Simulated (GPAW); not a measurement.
## AgBr (Fm-3m): G0W0 on several meshes in GPAW

Aim: the GW shift of AgBr (Fm-3m) against the k mesh.

Program: GPAW 26.7.0. Level of theory: PBE and many-body steps on it, plane waves. Results are calculated unless marked as measured.

This is a report of a sequence of runs, with most program output left out.

The database entry behind the starting cell differs from later determinations by our own check (about 0.6 % short of the room-temperature cell), so it need not match the best structure at ambient conditions.

**1. Set-up**

It takes space group Fm-3m (No. 225, cubic). The conventional cell has a = 5.740 Å, b = 5.740 Å, c = 5.740 Å, α = 90.00°, β = 90.00°, γ = 90.00°. Ag has 6 Br at 2.87 Å nearest. Nearest to Br lie 6 Ag at 2.87 Å. Farther neighbours and most contacts between anions are not listed.

Structure file:

```cif
data_structure
_symmetry_space_group_name_H-M 'P 1'
_symmetry_Int_Tables_number 1
_cell_length_a 4.0590
_cell_length_b 4.0590
_cell_length_c 4.0590
_cell_angle_alpha 60.000
_cell_angle_beta 60.000
_cell_angle_gamma 60.000
_cell_volume 47.29
loop_
_atom_site_label
_atom_site_type_symbol
_atom_site_fract_x
_atom_site_fract_y
_atom_site_fract_z
_atom_site_occupancy
Ag1 Ag 0.00000 0.00000 0.00000 1
Br2 Br 0.50000 0.50000 0.50000 1
```

The cell and positions come from the Crystallography Open Database and are kept as given unless a step says otherwise.

**2. Empty states on the mesh, 6×6×6 mesh, 713 bands**

This step: GPAW 26.7.0; DFT, PBE, plane waves, PAW.

The sums over transitions need many empty states on a uniform mesh; this step solves for them.

Input file run.py:

```python
import json
import numpy as np
from gpaw.mpi import world
from gpaw import GPAW

calc = GPAW('gs.gpw').fixed_density(kpts={'size': (6, 6, 6), 'gamma': True},
    parallel={'domain': 1, 'band': 1},
    txt='nscf.txt')
calc.diagonalize_full_hamiltonian(nbands=713)
calc.write('full.gpw', mode='all')
res = {}
kpts = calc.get_ibz_k_points()
res['kpts'] = kpts
res['eigenvalues'] = [calc.get_eigenvalues(kpt=k) for k in range(len(kpts))]
res['n_electrons'] = calc.get_number_of_electrons()

if world.rank == 0:
    with open('result.json', 'w') as f:
        json.dump(res, f, default=lambda x: x.tolist())
```

Launch:

```bash
> mpirun -n 8 gpaw python run.py
```

Run time: 6.5 s. Hardware: 8 MPI ranks of Intel Xeon Platinum 8488C (Sapphire Rapids), shared host; peak memory 2 GiB.

This step gave:

```yaml
gap: 0.6548 eV
k_of_the_valence_top: 0.5, 0.5, 0.5
k_of_the_conduction_bottom: 0, 0, 0
least_direct_gap: 2.615 eV
k_points_computed: 16
lowest_point_of_the_top_converged_band_above_the_valence_top: 336.6302 eV
```

On this mesh the gap is 0.655 eV.

**3. 6×6×6**

Now the one-shot GW correction: screening in the RPA, then the self-energy of the levels asked for.

This step: G0W0 on PBE, plane waves, PAW.

Input file run.py:

```python
import json
import numpy as np
from gpaw.mpi import world
from gpaw.response.g0w0 import G0W0

gw = G0W0('full.gpw',
    filename='gw',
    kpts=[0, 15],
    bands=(10, 14),
    ecut=105,
    nbands=115,
    integrate_gamma='WS',
    ppa=True)
gw.calculate()
res = {mode: {k: v for k, v in r.items() if k != 'sigma_eskwn'}
       for mode, r in gw.all_results.items()}

if world.rank == 0:
    with open('result.json', 'w') as f:
        json.dump(res, f, default=lambda x: x.tolist())
```

Launch:

```bash
> mpirun -n 8 gpaw python run.py
```

It took 46 s on 8 MPI ranks; peak memory 2.4 GiB; 6.1 min of CPU time.

This step gave:

```
G0W0 gap on the points computed              : 1.517 eV
least direct G0W0 gap on the computed points : 3.780 eV
Z at the valence top                         : 0.7975
Z at the conduction bottom                   : 0.8265
starting gap on the mesh                     : 0.6548 eV
k of the valence top                         : 0.5, 0.5, 0.5
k of the conduction bottom                   : 0, 0, 0
```

The gap on the mesh goes from 0.65 eV to 1.52 eV, a correction of +0.86 eV.

**4. Empty states on the mesh, 8×8×8 mesh, 125 bands**

This step: DFT, PBE, plane waves, PAW.

Input file run.py:

```python
import json
import numpy as np
from gpaw.mpi import world
from gpaw import GPAW

calc = GPAW('gs.gpw').fixed_density(kpts={'size': (8, 8, 8), 'gamma': True},
    parallel={'domain': 1, 'band': 1},
    txt='nscf.txt')
calc.diagonalize_full_hamiltonian(nbands=125)
calc.write('full.gpw', mode='all')
res = {}
kpts = calc.get_ibz_k_points()
res['kpts'] = kpts
res['eigenvalues'] = [calc.get_eigenvalues(kpt=k) for k in range(len(kpts))]
res['n_electrons'] = calc.get_number_of_electrons()

if world.rank == 0:
    with open('result.json', 'w') as f:
        json.dump(res, f, default=lambda x: x.tolist())
```

Launch:

```bash
> mpirun -n 8 gpaw python run.py
```

It took 8.1 s on 8 MPI ranks; peak memory 2 GiB; 62 s of CPU time.

Numbers from this step:

| Quantity | Value |
| --- | --- |
| gap | 0.6548 eV |
| k of the valence top | 0.5, 0.5, 0.5 |
| k of the conduction bottom | 0, 0, 0 |
| least direct gap | 2.615 eV |
| k points computed | 29 |
| lowest point of the top converged band, above the valence top | 95.7043 eV |

On this mesh the gap is 0.655 eV.

**5. 8×8×8**

This step: G0W0 on PBE, plane waves, PAW.

Input file run.py:

```python
import json
import numpy as np
from gpaw.mpi import world
from gpaw.response.g0w0 import G0W0

gw = G0W0('full.gpw',
    filename='gw',
    kpts=[0, 28],
    bands=(10, 14),
    ecut=105,
    nbands=115,
    integrate_gamma='WS',
    ppa=True)
gw.calculate()
res = {mode: {k: v for k, v in r.items() if k != 'sigma_eskwn'}
       for mode, r in gw.all_results.items()}

if world.rank == 0:
    with open('result.json', 'w') as f:
        json.dump(res, f, default=lambda x: x.tolist())
```

Launch:

```bash
> mpirun -n 8 gpaw python run.py
```

Run time: 2.5 min. Hardware: 8 MPI ranks; peak memory 2.9 GiB; 20 min of CPU time.

This step gave:

```
G0W0 gap on the points computed              : 1.512 eV
least direct G0W0 gap on the computed points : 3.776 eV
Z at the valence top                         : 0.7978
Z at the conduction bottom                   : 0.8270
starting gap on the mesh                     : 0.6548 eV
k of the valence top                         : 0.5, 0.5, 0.5
k of the conduction bottom                   : 0, 0, 0
```

Against G0W0 in GPAW (6×6×6 mesh, 115 bands, screening to 105 eV, Godby-Needs plasmon pole), the gap moves by −0.006 eV.

**6. Side by side**

Times are wall times on 8 MPI ranks of Intel Xeon Platinum 8488C (Sapphire Rapids), shared host, good to a factor of about two.

```csv
run,mesh,bands,screening cutoff (eV),DFT gap (eV),gap on the mesh (eV),direct (eV),time
6×6×6,6×6×6,115,105,0.655,1.517,3.780,46 s
8×8×8,8×8×8,115,105,0.655,1.512,3.776,2.5 min
```

**7. Summary of results**

| Quantity | Value |
| --- | --- |
| 6×6×6 | 1.517 eV |
| 8×8×8 | 1.512 eV |
| known limits | not at the basis limit; d shell near the gap, gap tends to lie low; no spin-orbit coupling |

In words: 8×8×8: −0.006 eV against 6×6×6. Bands and cutoff are finite, so the gap is not at the basis limit. The miss can reach some tenths of an eV and take either sign; the mesh is an error of its own. These stock PAW sets were not made for GW; the filled d or f shell of Br lies in the frozen core, which bears on start and correction. In the G0W0 runs levels were corrected at 2 k points alone, so a gap called «on the mesh» is the least over those, and an edge elsewhere would be missed. A d shell, filled or nearly so, lies near the gap. One-shot GW converges very slowly in bands there, not always from below, and on a semilocal start the gap tends to come out low; starts rich in exact exchange can overshoot instead. The many-body steps are scalar-relativistic: spin-orbit coupling is not in them.

[Paths, hosts, dates, memory and timing lines, banners, echoed tables and standing remarks are left out of the program output.]

[Logs are printed without paths, hosts, clocks, repeated set-up lines and the standing remarks that a program may print on its own settings, such as how far it seeks lower states.]

[Runs of the session that timed out or met a known fault of the program may be left out.]

[Hosts, paths, dates, database ids (printed as entryN), source tags and the programs' standing remarks are cut or masked in the printed files.]
